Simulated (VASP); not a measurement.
# CsI (P4/mmm) in VASP: a series of runs, part 2 of 2

VASP 6.6.1.

## (3) Single point, LDA (strain +0.0150 x Voigt [0, 0, 1, 0, 0, 0], atoms carried along)

File INCAR:

```
PREC = Accurate
ENCUT = 520
EDIFF = 1E-6
ISMEAR = 0
SIGMA = 0.05
LREAL = F
LASPH = T
NELM = 100
ALGO = Normal
ISIF = 2
LWAVE = F
LCHARG = T
GGA = CA
LELF = T
LVHAR = T
NBANDS = 15
```

File KPOINTS:

```
regular mesh
0
Gamma
  6 6 6
```

File POSCAR:

```
CsI
1.0
    4.5667000000      0.0000000000      0.0000000000
    0.0000000000      4.5667000000      0.0000000000
    0.0000000000      0.0000000000      4.6352005000
Cs I
1 1
Direct
    0.0000000000      0.0000000000      0.0000000000
    0.5000000000      0.5000000000      0.5000000000
```

Potentials or basis: VASP PAW LDA potentials, release 64 (Cs_sv, I).

Launch:

```sh
> cat potpaw_LDA.64/Cs_sv/POTCAR potpaw_LDA.64/I/POTCAR > POTCAR
> mpirun -np 1 vasp_std > vasp.out
```

OUTCAR:

```text
PREC = Accurate
   ENCUT = 520
   EDIFF = 1E-6
   ISMEAR = 0
   LREAL = F
   LASPH = T
   NELM = 100
   ISIF = 2
   GGA = CA

 ion  position               nearest neighbor table
   1  0.000  0.000  0.000-
   2  0.500  0.500  0.500-

  LATTYP: Found a simple tetragonal cell.
 ALAT       =     4.5667000000
 C/A-ratio  =     1.0150000000

  Lattice vectors:

 A1 = (   4.5667000000,   0.0000000000,   0.0000000000)
 A2 = (   0.0000000000,   4.5667000000,   0.0000000000)
 A3 = (   0.0000000000,   0.0000000000,   4.6352005000)

Analysis of symmetry for initial positions (statically):
=====================================================================
 Subroutine PRICEL returns:
 Original cell was already a primitive cell.

 Routine SETGRP: Setting up the symmetry group for a
 simple tetragonal supercell.

 Subroutine GETGRP returns: Found 16 space group operations
 (whereof 16 operations were pure point group operations)
 out of a pool of 16 trial point group operations.

[... 174 lines left out ...]
      2     -10.1326      2.00000
      3      -6.4982      2.00000
      4      -6.4806      2.00000
      5      -6.4806      2.00000
      6       0.4297      2.00000
      7       0.4950      2.00000
      8       0.4950      2.00000
      9       4.0508      0.00000
     10       4.5364      0.00000
     11       4.5686      0.00000
     12       8.1713      0.00000
     13       8.1713      0.00000
     14       8.2827      0.00000
[... 401 lines left out ...]
      2     -10.0156      2.00000
      3      -6.8126      2.00000
      4      -6.7411      2.00000
      5      -6.3891      2.00000
      6      -0.5018      2.00000
      7      -0.1665      2.00000
      8       0.5245      2.00000
      9       4.9000      0.00000
     10       5.5761      0.00000
     11       6.8686      0.00000
     12       6.8790      0.00000
     13       7.9403      0.00000
     14       9.2529      0.00000
     15       9.8948      0.00000

 [... further k-points ...]

------------------------ aborting loop because EDIFF is reached ----------------------------------------

  FORCE on cell =-STRESS in cart. coord.  units (eV):
  Direction    XX          YY          ZZ          XY          YZ          ZX
  --------------------------------------------------------------------------------------
  -------------------------------------------------------------------------------------
  Total       -0.8514759     -0.8514759     -1.0067460      0.0000000      0.0000000     -0.0000000
  in kB      -14.1126780    -14.1126780    -16.6861835      0.0000000      0.0000000     -0.0000000
  external PRESSURE =     -14.9705132 kB  Pullay stress =       0.0000000 kB

 VOLUME and BASIS-vectors are now :
 -----------------------------------------------------------------------------
  energy-cutoff  :      520.00
  volume of cell :       96.67
      direct lattice vectors                 reciprocal lattice vectors
     4.566700000  0.000000000  0.000000000     0.218976504  0.000000000  0.000000000
     0.000000000  4.566700000  0.000000000     0.000000000  0.218976504  0.000000000
     0.000000000  0.000000000  4.635200500     0.000000000  0.000000000  0.215740398

 POSITION                                       TOTAL-FORCE (eV/Angst)
 -----------------------------------------------------------------------------------
      0.00000      0.00000      0.00000         0.000000      0.000000      0.000000
      2.28335      2.28335      2.31760         0.000000      0.000000      0.000000
 -----------------------------------------------------------------------------------
    total drift:                               -0.000000      0.000000      0.000000

  FREE ENERGIE OF THE ION-ELECTRON SYSTEM (eV)
  ---------------------------------------------------
  free  energy   TOTEN  =        -6.1288961537 eV

  energy  without entropy=       -6.1288961537  energy(sigma->0) =       -6.12889615
```

OSZICAR:

```text
N       E                     dE             d eps       ncg     rms          rms(c)
DAV:   1     0.850142979525E+02    0.85014E+02   -0.61137E+03  1200   0.883E+02
DAV:   2     0.117750526314E+01   -0.83837E+02   -0.77572E+02  1694   0.141E+02
DAV:   3    -0.617928099707E+01   -0.73568E+01   -0.73332E+01  1599   0.462E+01
DAV:   4    -0.628108004681E+01   -0.10180E+00   -0.10179E+00  1574   0.659E+00
DAV:   5    -0.628197275040E+01   -0.89270E-03   -0.89270E-03  1621   0.571E-01    0.156E+00
DAV:   6    -0.616080508006E+01    0.12117E+00   -0.86452E-02  1508   0.148E+00    0.106E+00
DAV:   7    -0.612980028854E+01    0.31005E-01   -0.69078E-02  1480   0.129E+00    0.485E-01
DAV:   8    -0.612905178490E+01    0.74850E-03   -0.85703E-03  1417   0.446E-01    0.670E-02
DAV:   9    -0.612888077754E+01    0.17101E-03   -0.41802E-04  1641   0.123E-01    0.464E-02
DAV:  10    -0.612890741121E+01   -0.26634E-04   -0.12193E-04  1382   0.476E-02    0.280E-02
DAV:  11    -0.612889786842E+01    0.95428E-05   -0.60391E-05  1536   0.344E-02    0.622E-03
DAV:  12    -0.612889614498E+01    0.17234E-05   -0.53073E-06  1466   0.128E-02    0.238E-03
DAV:  13    -0.612889615373E+01   -0.87485E-08   -0.34993E-07   894   0.292E-03
   1 F= -.61288962E+01 E0= -.61288962E+01  d E =-.449663E-17
```

Run time: 15 s. Hardware: 1 thread of Intel Xeon 6975P-C (Granite Rapids), shared host; peak memory 0.2 GiB.

What came out:

```
Free energy            : -6.1289 eV
Pressure               : -1.5 GPa
Band gap on the k mesh : 3.46 eV, indirect (least direct gap 3.56 eV)
```

Caveat: spin-orbit coupling is left out, which moves the levels of the heavy elements. A k mesh can miss the band edges.

## (4) Single point, LDA (strain +0.0050 x Voigt [0, 0, 1, 0, 0, 0], atoms carried along)

File INCAR:

```
SYSTEM = CsI
PREC     = Accurate       ! precision mode
ENCUT    = 520            ! plane-wave cutoff, eV
EDIFF    = 1E-7           ! SCF threshold, eV
ISMEAR   = 0              ! smearing method
SIGMA    = 0.05           ! smearing width, eV
LREAL    = .FALSE.        ! projectors in reciprocal space
LASPH    = .TRUE.         ! aspherical terms in the spheres
NELM     = 100            ! most SCF steps
ALGO     = Normal         ! electronic algorithm
ISIF     = 2              ! what is computed and relaxed
LWAVE    = .FALSE.        ! write WAVECAR
LCHARG   = .FALSE.        ! write CHGCAR
GGA      = CA             ! functional
NBANDS   = 15             ! bands
```

File KPOINTS:

```
regular mesh
0
G
  6 6 6
  0 0 0
```

Changes to POSCAR since step 3:

```diff
@@ -4,3 +4,3 @@
     0.0000000000      4.5667000000      0.0000000000
-    0.0000000000      0.0000000000      4.6352005000
+    0.0000000000      0.0000000000      4.5895335000
 Cs I
```

Launch:

```sh
> cat potpaw_LDA.64/Cs_sv/POTCAR potpaw_LDA.64/I/POTCAR > POTCAR
> mpirun -np 1 vasp_std > vasp.out
```

It took 14 s on 1 thread of Intel Xeon 6975P-C (Granite Rapids), shared host; peak memory 0.2 GiB.

The run converged. Its results:

| Quantity | Value |
| --- | --- |
| Free energy | -6.1382 eV |
| Pressure | -1.4 GPa |
| Band gap on the k mesh | 3.51 eV, indirect (least direct gap 3.60 eV) |

Stress tensor (GPa, compression positive):
```
-1.38  0.00  0.00
 0.00 -1.38  0.00
 0.00  0.00 -1.47
```

Levels at points of the mesh, in eV from the valence-band top:
```
           k point  band 4  band 5  band 6  band 7  band 8  band 9  band 10  band 11  band 12  band 13
(0.00, 0.00, 0.00)   -7.04   -7.04   -0.11   -0.09   -0.09    3.51     3.96     3.97     7.64     7.64
(0.50, 0.00, 0.00)   -6.98   -6.98   -1.62   -0.28   -0.25    4.97     6.21     6.48     6.65     7.74
(0.50, 0.50, 0.00)   -7.43   -6.94   -0.88   -0.88   -0.02    3.99     4.69     5.92     5.92     9.38
(0.00, 0.00, 0.50)   -6.98   -6.98   -1.62   -0.25   -0.25    4.96     6.20     6.45     6.65     7.77
(0.50, 0.00, 0.50)   -7.42   -6.94   -0.89   -0.87    0.00    3.98     4.72     5.96     5.97     9.37
(0.50, 0.50, 0.50)   -7.31   -7.30   -1.35   -1.35   -1.34    6.92     6.95     6.95     7.67     7.71
```

Caveat: spin-orbit coupling is left out, which moves the levels of the heavy elements.

## (5) Single point, LDA (strain -0.0200 x Voigt [0, 0, 1, 0, 0, 0], atoms carried along)

File INCAR:

```
SYSTEM = CsI
PREC = Accurate
ENCUT = 520
EDIFF = 1E-6
ISMEAR = 0
SIGMA = 0.05
LREAL = .False.
LASPH = .True.
NELM = 100
ALGO = Fast
ISIF = 2
LWAVE = .False.
LCHARG = .False.
NBANDS = 15
```

File KPOINTS:

```
Automatic mesh
0
Gamma
  6 6 6
  0 0 0
```

Changes to POSCAR since step 4:

```diff
@@ -4,3 +4,3 @@
     0.0000000000      4.5667000000      0.0000000000
-    0.0000000000      0.0000000000      4.5895335000
+    0.0000000000      0.0000000000      4.4753660000
 Cs I
```

Potentials or basis: VASP PAW LDA potentials, release 64 (Cs_sv, I).

Launch:

```sh
> cat potpaw_LDA.64/Cs_sv/POTCAR potpaw_LDA.64/I/POTCAR > POTCAR
> mpirun -np 1 vasp_std > vasp.out
```

OUTCAR:

```text
SYSTEM = CsI
   PREC = Accurate
   ENCUT = 520
   EDIFF = 1E-6
   ISMEAR = 0
   LREAL = .False.
   LASPH = .True.
   NELM = 100
   ISIF = 2

 ion  position               nearest neighbor table
   1  0.000  0.000  0.000-
   2  0.500  0.500  0.500-

  LATTYP: Found a simple tetragonal cell.
 ALAT       =     4.5667000000
 C/A-ratio  =     0.9800000000

  Lattice vectors:

 A1 = (   4.5667000000,   0.0000000000,   0.0000000000)
 A2 = (   0.0000000000,   4.5667000000,   0.0000000000)
 A3 = (   0.0000000000,   0.0000000000,   4.4753660000)

Analysis of symmetry for initial positions (statically):
=====================================================================
 Subroutine PRICEL returns:
 Original cell was already a primitive cell.

 Routine SETGRP: Setting up the symmetry group for a
 simple tetragonal supercell.

 Subroutine GETGRP returns: Found 16 space group operations
 (whereof 16 operations were pure point group operations)
 out of a pool of 16 trial point group operations.

The static configuration has the point symmetry D_4h.

Analysis of symmetry for dynamics (positions and initial velocities):
[... 178 lines left out ...]
      8       0.7568      2.00000
      9       4.3759      0.00000
     10       4.6854      0.00000
     11       4.7476      0.00000
     12       8.3918      0.00000
     13       8.5546      0.00000
     14       8.5546      0.00000
[... 401 lines left out ...]
      2      -9.8425      2.00000
      3      -6.5512      2.00000
      4      -6.5512      2.00000
      5      -6.1278      2.00000
      6      -0.2977      2.00000
      7       0.0059      2.00000
      8       0.6744      2.00000
      9       5.1671      0.00000
     10       5.7550      0.00000
     11       6.9840      0.00000
     12       7.0876      0.00000
     13       8.3184      0.00000
     14       9.8100      0.00000
     15      10.1768      0.00000

 [... further k-points ...]

------------------------ aborting loop because EDIFF is reached ----------------------------------------

  FORCE on cell =-STRESS in cart. coord.  units (eV):
  Direction    XX          YY          ZZ          XY          YZ          ZX
  --------------------------------------------------------------------------------------
  -------------------------------------------------------------------------------------
  Total       -0.7335720     -0.7335720     -0.5232398      0.0000000      0.0000000     -0.0000000
  in kB      -12.5927268    -12.5927268     -8.9820994      0.0000000      0.0000000     -0.0000000
  external PRESSURE =     -11.3891843 kB  Pullay stress =       0.0000000 kB

 VOLUME and BASIS-vectors are now :
 -----------------------------------------------------------------------------
  energy-cutoff  :      520.00
  volume of cell :       93.33
      direct lattice vectors                 reciprocal lattice vectors
     4.566700000  0.000000000  0.000000000     0.218976504  0.000000000  0.000000000
     0.000000000  4.566700000  0.000000000     0.000000000  0.218976504  0.000000000
     0.000000000  0.000000000  4.475366000     0.000000000  0.000000000  0.223445412

 POSITION                                       TOTAL-FORCE (eV/Angst)
 -----------------------------------------------------------------------------------
      0.00000      0.00000      0.00000         0.000000      0.000000      0.000000
      2.28335      2.28335      2.23768         0.000000      0.000000      0.000000
 -----------------------------------------------------------------------------------
    total drift:                               -0.000000      0.000000      0.000000

  FREE ENERGIE OF THE ION-ELECTRON SYSTEM (eV)
  ---------------------------------------------------
  free  energy   TOTEN  =        -6.1558839758 eV

  energy  without entropy=       -6.1558839758  energy(sigma->0) =       -6.15588398
```

It took 15 s on 1 thread of Intel Xeon 6975P-C (Granite Rapids), shared host; peak memory 0.2 GiB.

Results:

| Property | Result |
| --- | --- |
| Free energy | -6.1559 eV |
| Pressure | -1.1 GPa |
| Band gap on the k mesh | 3.54 eV, indirect (least direct gap 3.62 eV) |

Caveat: spin-orbit coupling is left out, which moves the levels of the heavy elements. A k mesh can miss the band edges.

## (6) Summary

```tsv
cell	gap on the mesh (eV)	pressure (GPa)
strain +0.0200 x Voigt [0, 0, 1, 0, 0, 0], atoms carried along	3.44	-1.5
strain +0.0150 x Voigt [0, 0, 1, 0, 0, 0], atoms carried along	3.46	-1.5
strain +0.0050 x Voigt [0, 0, 1, 0, 0, 0], atoms carried along	3.51	-1.4
strain -0.0200 x Voigt [0, 0, 1, 0, 0, 0], atoms carried along	3.54	-1.1
```

Alike in all rows: task single point; level LDA; potentials or basis VASP PAW LDA potentials, release 64 (Cs_sv, I); no spin polarisation; k mesh 6 × 6 × 6; cutoff (eV) 520; smearing gaussian 0.05 eV.

Caveats: spin-orbit coupling is left out, which moves the levels of the heavy elements.

Total energies depend on the potentials used, so only differences within one code and one set of settings carry meaning.
